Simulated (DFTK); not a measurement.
Set up this calculation in DFTK 0.8.2, as the native input.

```
Task                         : single point
Functional                   : HF
Potentials or basis          : cp2k.nc.sr.pbe.v0_1.largecore.gth (PBE, GTH)
Cutoff                       : 544 eV
k mesh                       : 3 × 3 × 3
Occupations                  : fermi-dirac, width 0.05 eV
Spin                         : no spin polarisation
Valence electrons            : As 5
SCF tolerance on the density : 1e-05
Symmetries used              : no
```

The system is As.

```
CELL_PARAMETERS angstrom
1.88080 1.08588 3.51406
-1.88080 1.08588 3.51406
0.00000 -2.17176 3.51406
ATOMIC_POSITIONS crystal
As 0.22600 0.22600 0.22600
As 0.77400 0.77400 0.77400
```

The input as run:

run.jl

```julia
using DFTK
using PseudoPotentialData
using Unitful, UnitfulAtomic
using LinearAlgebra, Printf
include("save.jl")
disable_threading()

# lattice vectors are the columns
lattice = austrip(1u"Å") * [  1.8807968987  -1.8807968987            0.0;
             1.0858785957   1.0858785957  -2.1717571915;
             3.5140619945   3.5140619945   3.5140619945]
symbols   = [:As, :As]
positions = [[0.226, 0.226, 0.226],
             [0.774, 0.774, 0.774]]
pseudopotentials = PseudoFamily("cp2k.nc.sr.pbe.v0_1.largecore.gth")
elements = Dict(s => ElementPsp(s, pseudopotentials) for s in unique(symbols))
atoms    = [elements[s] for s in symbols]

build_model(lattice, positions; symmetries=false) =
    model_HF(lattice, atoms, positions;
              temperature=austrip(0.05u"eV"),
              smearing=Smearing.FermiDirac(),
              symmetries)
Ecut  = 20.0  # hartree
kgrid = [3, 3, 3]
tol   = 1e-5
to_GPa = ustrip(uconvert(u"GPa", 1u"hartree/bohr^3"))

model = build_model(lattice, positions)
basis = PlaneWaveBasis(model; Ecut, kgrid, use_symmetries_for_kpoint_reduction=false)
display(basis)
# start from PBE orbitals
model_pbe  = model_DFT(model.lattice, atoms, model.positions; functionals=PBE(), model.temperature, model.smearing, symmetries=false)
basis_pbe  = PlaneWaveBasis(model_pbe; Ecut, kgrid, basis.fft_size, use_symmetries_for_kpoint_reduction=false)
scfres_pbe = self_consistent_field(basis_pbe; tol=1e-4, nbandsalg=AdaptiveBands(model_pbe; n_bands_converge=10))
scfres = self_consistent_field(basis;
                               tol,
                               nbandsalg=AdaptiveBands(model; n_bands_converge=10),
                               scfres_pbe.ρ,
                               scfres_pbe.ψ,
                               scfres_pbe.occupation,
                               scfres_pbe.eigenvalues,
                               solver=ScfDampingSolver(),
                               exxalg=AceExx(; sketch_with_extra_orbitals=true))
display(scfres.energies)
@printf "Fermi level: %.6f eV\n" ustrip(auconvert(u"eV", something(scfres.εF, NaN)))
forces = compute_forces_cart(scfres)
println("Forces (eV/Å)")
for (s, f) in zip(symbols, forces)
    @printf "%-3s %12.6f %12.6f %12.6f\n" s ustrip.(auconvert.(u"eV/Å", f))...
end
println("Levels at the first k-point (eV): ", round.(ustrip.(auconvert.(u"eV", scfres.eigenvalues[1][1:scfres.n_bands_converge])); digits=4))
save_scf!(scfres; forces)
```

Potentials or basis: cp2k.nc.sr.pbe.v0_1.largecore.gth (PBE, GTH).

The run is started by

```console
$ julia --threads=1 run.jl  # save.jl only writes the numbers to a file and isn't shown; printed stress counts tension as positive; times include loading and compiling
```

It gave:

The largest force is 0.891 eV/Å. The band gap on the k mesh is 5.53 eV, indirect (least direct gap 6.29 eV).

Caveat: the k mesh is coarse (spacing up to 0.67 Å⁻¹), so the values aren't converged, least of all with exact exchange; GTH potentials come without recommended cutoffs, and this one wasn't checked for convergence; the program's treatment of exact exchange at zero wave vector lowers gaps by one to five hundredths of an eV on this mesh and cutoff; the potentials were made for another functional, which shifts forces and pressure; an odd mesh through Γ misses points on the zone boundary, where band edges often lie.

Wall time 33 min on 1 thread of AMD EPYC 9R45 96-Core Processor (Zen 5) (shared host), peak memory 2.1 GiB.
